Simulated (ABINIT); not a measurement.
# Ge (Cmcm) in ABINIT: band structure with PBEsol

Aim: the band structure of Ge with PBEsol.

Everything below comes from runs of ABINIT 10.8.3 (patched build). Logs are shortened: lines on timing, memory, paths and dates and some standing lists are left out, and cuts for length are marked. The log counts tension as positive stress, the text compression.

## Step 1: The crystal as given

The structure is orthorhombic, space group Cmcm (No. 63). The conventional cell has a = 2.976 Å, b = 5.189 Å, c = 4.728 Å, α = 90.00°, β = 90.00°, γ = 90.00°. Ge (site symmetry m2m) is surrounded by 12 Ge at 2.92 to 2.99 Å.

This isn't the form of Ge at room conditions, which is diamond.

## Step 2: Band structure, PBEsol

Input file run.abi:

```
# Datasets: ground state, then fixed potential
ndtset 2

# Pseudopotentials
pp_dirpath "./"
pseudos "Ge.upf"

# Structure
acell 3*1.0 Angstrom
rprim
     1.4880529250    -2.5946896100     0.0000000000
     1.4880529250     2.5946896100     0.0000000000
     0.0000000000     0.0000000000     4.7275957900
ntypat 1
znucl 32
natom 2
typat 1 1
xred
     0.3334466300     0.6665533700     0.2500000000
     0.6665533700     0.3334466300     0.7500000000
chkprim 0
chksymtnons 0
tolsym 1.0e-6

# Plane-wave basis
ecut 39.0

# Exchange and correlation
ixc -116133

# Bands and occupations
occopt 3
tsmear 0.05 eV

# SCF cycle
nstep 100

# Output
iomode 3
prtwf 0
prteig 0
prtebands 0
enunit 1
prtden1 1

# Dataset 1
kptopt1 1
ngkpt1 10 10 6
nshiftk1 1
shiftk1 0.0 0.0 0.0
nband1 18
tolvrs1 1.0e-10

# Dataset 2: bands along G-X-S-R-A-Z-G-Y-X1-A1-T-Y
iscf2 -2
getden2 1
nband2 24
nbdbuf2 4
tolwfr2 1.0e-11
kptopt2 -11
ndivsm2 5
prteig2 1
prtvol2 -3
kptbounds2
     0.0000000000     0.0000000000     0.0000000000
     0.3322253894     0.3322253894     0.0000000000
     0.0000000000     0.5000000000     0.0000000000
     0.0000000000     0.5000000000     0.5000000000
     0.3322253894     0.3322253894     0.5000000000
     0.0000000000     0.0000000000     0.5000000000
     0.0000000000     0.0000000000     0.0000000000
    -0.5000000000     0.5000000000     0.0000000000
    -0.3322253894     0.6677746106     0.0000000000
    -0.3322253894     0.6677746106     0.5000000000
    -0.5000000000     0.5000000000     0.5000000000
    -0.5000000000     0.5000000000     0.0000000000
```

Potentials or basis: PseudoDojo NC SR PBEsol v0.4.1 standard.

Started as:

```sh
> abinit run.abi > log 2>&1
```

run.abo:

```text
.Version 10.8.3 of ABINIT
 DATASET    1 : space group Cm c m (# 63); Bravais oC (1-face-center ortho.)
================================================================================
 Values of the parameters that define the memory need for DATASET  1.
     intxc =       0    ionmov =       0      iscf =       7    lmnmax =       6
     lnmax =       6     mgfft =      54  mpssoang =       3    mqgrid =    3001
     natom =       2  nloc_mem =       1    nspden =       1   nspinor =       1
    nsppol =       1      nsym =       8    n1xccc =    2501    ntypat =       1
    occopt =       3   xclevel =       2
       mpw =        2890          nfft =       55296          nkpt =         124
================================================================================
================================================================================

 DATASET    2 : space group Cm c m (# 63); Bravais oC (1-face-center ortho.)
================================================================================
 Values of the parameters that define the memory need for DATASET  2.
     intxc =       0    ionmov =       0      iscf =      -2    lmnmax =       6
     lnmax =       6     mgfft =      54  mpssoang =       3    mqgrid =    3001
     natom =       2  nloc_mem =       1    nspden =       1   nspinor =       1
    nsppol =       1      nsym =       8    n1xccc =    2501    ntypat =       1
    occopt =       3   xclevel =       2
       mpw =        2894          nfft =       55296          nkpt =          72
================================================================================
================================================================================

--------------------------------------------------------------------------------
------------- Echo of variables that govern the present computation ------------
--------------------------------------------------------------------------------
 -outvars: echo values of preprocessed input variables --------
            acell      1.8897261259E+00  1.8897261259E+00  1.8897261259E+00 Bohr
              amu      7.26100000E+01
          chkprim           0
      chksymtnons           0
             ecut      3.90000000E+01 Hartree
           enunit           1
           getden1          0
           getden2          1
             iscf1          7
             iscf2         -2
              ixc     -116133
           jdtset        1    2
           kptopt1          1
           kptopt2        -11
         kptrlatt       10    0    0      0   10    0      0    0    6
          kptrlen1     5.36031677E+01
          kptrlen2     3.00000000E+01
            natom           2
            nband1         18
            nband2         24
           nbdbuf1          0
           nbdbuf2          4
           ndtset           2
           ndivsm1          0
           ndivsm2          5
            ngfft          32      32      54
             nkpt1        124
             nkpt2         72
            nstep         100
             nsym           8
           ntypat           1
           occopt           3
        prtebands           0
           prteig1          0
           prteig2          1
           prtvol1          0
           prtvol2         -3
            prtwf           0
            rprim      1.4880529250E+00 -2.5946896100E+00  0.0000000000E+00
                       1.4880529250E+00  2.5946896100E+00  0.0000000000E+00
                       0.0000000000E+00  0.0000000000E+00  4.7275957900E+00
           shiftk1     0.00000000E+00  0.00000000E+00  0.00000000E+00
           shiftk2     5.00000000E-01  5.00000000E-01  5.00000000E-01
          spgroup          63
           tolsym      1.00000000E-06
           tolvrs1     1.00000000E-10
           tolvrs2     0.00000000E+00
           tolwfr1     0.00000000E+00
           tolwfr2     1.00000000E-11
           tsmear      1.83746611E-03 Hartree
            typat      1  1
           xangst      1.4880529250E+00  8.6430859730E-01  1.1818989475E+00
[... 177 lines left out ...]
 R(1)=  2.8120125 -4.9032527  0.0000000  G(1)=  0.1778086 -0.1019731  0.0000000
 R(2)=  2.8120125  4.9032527  0.0000000  G(2)=  0.1778086  0.1019731  0.0000000
 R(3)=  0.0000000  0.0000000  8.9338613  G(3)=  0.0000000  0.0000000  0.1119337
 Unit cell volume ucvol=  2.4636030E+02 bohr^3
 Angles (23,13,12)=  9.00000000E+01  9.00000000E+01  1.20331510E+02 degrees

 getcut: wavevector=  0.0000  0.0000  0.0000  ngfft=  32  32  54
         ecut(hartree)=     39.000   => boxcut(ratio)=   2.01386
--------------------------------------------------------------------------------

================================================================================
 Non-SCF case, kpt    1 (  0.00000  0.00000  0.00000), residuals and eigenvalues=
  8.83E-12  9.35E-12  7.37E-12  7.49E-12  6.21E-12  1.74E-12  3.14E-12  2.86E-12
  6.49E-12  9.06E-12  4.99E-12  5.90E-12  5.99E-12  3.14E-12  5.51E-12  9.33E-12
  5.59E-12  9.75E-12  5.52E-12  3.21E-12  2.07E-08  3.97E-08  5.05E-05  1.24E-04
 -6.9428E-01 -6.9388E-01 -6.9382E-01 -6.9374E-01 -6.9354E-01 -6.9342E-01
 -6.9308E-01 -6.9307E-01 -6.9034E-01 -6.9033E-01 -2.7968E-01 -6.3035E-02
  8.1398E-03  4.5440E-01  4.5861E-01  5.3051E-01  5.3480E-01  5.8280E-01
  6.2976E-01  6.8704E-01  7.2987E-01  7.3617E-01  8.1007E-01  8.1729E-01
 Non-SCF case, kpt    2 (  0.03020  0.03020  0.00000), residuals and eigenvalues=
  4.87E-12  9.24E-12  4.39E-12  2.23E-12  7.30E-12  5.88E-12  6.75E-12  2.67E-12
  3.10E-12  3.31E-12  5.18E-12  7.85E-12  5.28E-12  8.52E-12  4.74E-12  6.67E-12
  8.63E-12  6.95E-12  9.81E-12  4.13E-12  2.16E-08  3.11E-07  3.55E-05  1.36E-04
 -6.9426E-01 -6.9396E-01 -6.9379E-01 -6.9358E-01 -6.9345E-01 -6.9339E-01
 -6.9312E-01 -6.9311E-01 -6.9039E-01 -6.9033E-01 -2.7743E-01 -6.0973E-02
[... 548 lines left out ...]
  2.06E-12  8.15E-12  4.56E-12  4.00E-12  4.12E-12  1.34E-12  9.32E-12  1.60E-12
  6.16E-12  8.88E-12  4.15E-12  7.36E-12  2.55E-11  3.94E-12  6.69E-09  3.89E-08
 -6.9617E-01 -6.9493E-01 -6.9412E-01 -6.9402E-01 -6.9239E-01 -6.9196E-01
 -6.9063E-01 -6.9029E-01 -6.9023E-01 -6.9004E-01 -9.8732E-02 -4.9090E-02
  1.0116E-01  1.4686E-01  2.0686E-01  2.8424E-01  3.0959E-01  4.5506E-01
  4.7239E-01  6.0865E-01  6.9856E-01  7.0385E-01  8.5202E-01  8.7493E-01
 Non-SCF case, kpt   72 ( -0.50000  0.50000  0.00000), residuals and eigenvalues=
  3.34E-12  2.23E-12  2.22E-12  8.42E-12  7.05E-12  3.49E-12  8.02E-12  2.53E-12
  8.98E-12  5.24E-12  6.54E-12  2.14E-12  3.94E-12  1.60E-12  8.57E-12  2.03E-12
  2.94E-12  2.48E-12  8.32E-12  4.64E-12  3.81E-10  3.87E-11  1.23E-05  1.36E-03
 -6.9623E-01 -6.9484E-01 -6.9422E-01 -6.9400E-01 -6.9214E-01 -6.9211E-01
 -6.9061E-01 -6.9043E-01 -6.9023E-01 -6.8996E-01 -1.0104E-01 -5.1154E-02
  1.2684E-01  1.6449E-01  1.7681E-01  2.6279E-01  3.0707E-01  4.5227E-01
  4.8221E-01  6.3002E-01  6.8421E-01  6.8529E-01  9.0397E-01  9.5130E-01

--- !ResultsGS
iteration_state: {dtset: 2, }
comment   : Summary of ground state results
lattice_vectors:
- [  2.8120125,  -4.9032527,   0.0000000, ]
- [  2.8120125,   4.9032527,   0.0000000, ]
- [  0.0000000,   0.0000000,   8.9338613, ]
lattice_lengths: [   5.65237,    5.65237,    8.93386, ]
lattice_angles: [ 90.000,  90.000, 120.332, ] # degrees, (23, 13, 12)
lattice_volume:   2.4636030E+02
convergence: {deltae:  0.000E+00, res2:  0.000E+00, residm:  9.992E-12, diffor:  0.000E+00, }
etotal    :  -1.78384185E+02
entropy   :   0.00000000E+00
fermie    :   2.11146251E-01
cartesian_stress_tensor: null
pressure_GPa: null
xred      :
- [  3.3345E-01,   6.6655E-01,   2.5000E-01, Ge]
- [  6.6655E-01,   3.3345E-01,   7.5000E-01, Ge]
cartesian_forces: null
force_length_stats: {min: null, max: null, mean: null, }
...

 Integrated electronic density in atomic spheres:
 ------------------------------------------------
 Atom  Sphere_radius  Integrated_density
    1        2.00000         11.46622251
    2        2.00000         11.46622251
================================================================================

 ----iterations are completed or convergence reached----

 Mean square residual over all n,k,spin=   48.074E-13; max=  99.920E-13
 reduced coordinates (array xred) for    2 atoms
       0.333446630000      0.666553370000      0.250000000000
       0.666553370000      0.333446630000      0.750000000000

 cartesian coordinates (angstrom) at end:
    1      1.48805292500000     0.86430859729897     1.18189894750000
    2      1.48805292500000    -0.86430859729897     3.54569684250000
 length scales=  1.889726125908  1.889726125908  1.889726125908 bohr
              =  1.000000000000  1.000000000000  1.000000000000 angstroms
 Eigenvalues (   eV  ) for nkpt=  72  k points:
 kpt#   1, nband= 24, wtk=  1.00000, kpt=  0.0000  0.0000  0.0000 (reduced coord)
 -18.89222  -18.88141  -18.87973  -18.87769  -18.87213  -18.86892  -18.85973  -18.85930
 -18.78517  -18.78482   -7.61060   -1.71528    0.22150   12.36490   12.47935   14.43587
  14.55257   15.85874   17.13656   18.69536   19.86064   20.03217   22.04320   22.23967
 kpt#   2, nband= 24, wtk=  1.00000, kpt=  0.0302  0.0302  0.0000 (reduced coord)
 -18.89178  -18.88351  -18.87900  -18.87317  -18.86976  -18.86798  -18.86075  -18.86037
 -18.78645  -18.78474   -7.54925   -1.65917    0.28551   11.74577   12.04239   14.30698
  14.54922   15.75184   17.57025   18.45133   19.87134   20.26914   21.89018   22.19640
 kpt#   3, nband= 24, wtk=  1.00000, kpt=  0.0604  0.0604  0.0000 (reduced coord)
 -18.89215  -18.88794  -18.87066  -18.86642  -18.86499  -18.86386  -18.86332  -18.86314
 -18.79105  -18.78363   -7.36520   -1.49128    0.47697   10.32662   11.11070   13.89028
  14.50390   15.38446   17.61489   17.86585   20.60294   20.75672   20.82990   21.21034
 kpt#   4, nband= 24, wtk=  1.00000, kpt=  0.0906  0.0906  0.0000 (reduced coord)
 -18.89366  -18.89200  -18.86922  -18.86741  -18.86281  -18.85955  -18.85437  -18.85220
 -18.79776  -18.78220   -7.05850   -1.21330    0.79422    8.79455    9.83224   13.33645
  14.09304   14.68856   16.93222   17.63447   19.16275   20.26434   21.93140   22.19410
 kpt#   5, nband= 24, wtk=  1.00000, kpt=  0.1208  0.1208  0.0000 (reduced coord)
[... 257 lines left out ...]
 -18.78318  -18.77334   -2.19150   -0.97771    0.95671    2.20282    8.39504    8.96739
  10.20263   11.45458   13.02628   14.86896   17.78769   19.28687   21.39570   23.21652
 kpt#  70, nband= 24, wtk=  1.00000, kpt= -0.5000  0.5000  0.2000 (reduced coord)
 -18.93934  -18.91386  -18.88792  -18.88013  -18.85578  -18.81823  -18.79598  -18.78257
 -18.78150  -18.77708   -2.49903   -1.17853    1.77351    3.10231    6.96548    8.62932
   8.92059   12.21786   12.61582   15.65391   19.17810   20.01533   21.47988   22.32018
 kpt#  71, nband= 24, wtk=  1.00000, kpt= -0.5000  0.5000  0.1000 (reduced coord)
 -18.94373  -18.90992  -18.88788  -18.88529  -18.84079  -18.82916  -18.79302  -18.78363
 -18.78218  -18.77687   -2.68663   -1.33580    2.75273    3.99627    5.62902    7.73449
   8.42438   12.38277   12.85448   16.56218   19.00875   19.15272   23.18463   23.80806
 kpt#  72, nband= 24, wtk=  1.00000, kpt= -0.5000  0.5000  0.0000 (reduced coord)
 -18.94526  -18.90766  -18.89056  -18.88483  -18.83396  -18.83339  -18.79246  -18.78755
 -18.78204  -18.77481   -2.74956   -1.39196    3.45150    4.47602    4.81129    7.15085
   8.35572   12.30694   13.12157   17.14381   18.61839   18.64758   24.59835   25.88615

== END DATASET(S) ==============================================================
================================================================================

 -outvars: echo values of variables after computation  --------
            acell      1.8897261259E+00  1.8897261259E+00  1.8897261259E+00 Bohr
           etotal1    -1.7838418518E+02
            fcart1     1.4218937202E-22 -1.1747862637E-05 -7.0640085468E-31
                      -1.4218937202E-22  1.1747862637E-05  7.0640085468E-31
            rprim      1.4880529250E+00 -2.5946896100E+00  0.0000000000E+00
                       1.4880529250E+00  2.5946896100E+00  0.0000000000E+00
                       0.0000000000E+00  0.0000000000E+00  4.7275957900E+00
           strten1     1.3107519113E-05  5.6746404118E-06 -7.2179185902E-05
                       0.0000000000E+00  0.0000000000E+00  0.0000000000E+00
           xangst      1.4880529250E+00  8.6430859730E-01  1.1818989475E+00
                       1.4880529250E+00 -8.6430859730E-01  3.5456968425E+00
             xred      3.3344663000E-01  6.6655337000E-01  2.5000000000E-01
                       6.6655337000E-01  3.3344663000E-01  7.5000000000E-01
 Calculation completed.
```

Wall time 3.1 min (1 thread of Arm Neoverse V2, shared host); peak memory 0.16 GiB.

What came out:

```
Free energy                                           : -4854.0810 eV
Pressure                                              : 0.5 GPa
Band gap on the k mesh                                : none (metal or under the smearing width)
Valence electrons inside the program's atomic spheres : Ge 11.47 (radii [1.0584] Å)
```

Stress tensor (GPa, compression positive):
```
-0.39  0.00  0.00
 0.00 -0.17  0.00
 0.00  0.00  2.12
```

Levels at the corners of the path, in eV from the Fermi level:
| point | band 12 | band 13 | band 14 | band 15 | band 16 | band 17 |
| --- | --- | --- | --- | --- | --- | --- |
| Γ | -7.46 | -5.52 | 6.62 | 6.73 | 8.69 | 8.81 |
| X | -6.70 | -4.05 | 0.00 | 0.02 | 1.00 | 1.01 |
| S | -7.10 | -2.26 | -1.25 | -0.87 | 1.44 | 2.46 |
| R | -6.98 | -4.92 | -4.92 | 4.12 | 4.12 | 5.09 |
| A | -5.87 | -3.62 | -3.62 | -2.37 | -2.37 | 6.75 |
| Z | -11.68 | 1.89 | 1.89 | 7.76 | 7.76 | 7.87 |
| Γ | -7.46 | -5.52 | 6.62 | 6.73 | 8.69 | 8.81 |
| Y | -7.14 | -2.29 | -1.27 | -0.93 | 1.41 | 2.61 |
| X1 | -6.70 | -4.05 | 0.00 | 0.02 | 1.00 | 1.01 |
| A1 | -5.87 | -3.62 | -3.62 | -2.37 | -2.37 | 6.75 |
| T | -7.05 | -4.95 | -4.95 | 4.27 | 4.27 | 5.11 |
| Y | -7.14 | -2.29 | -1.27 | -0.93 | 1.41 | 2.61 |
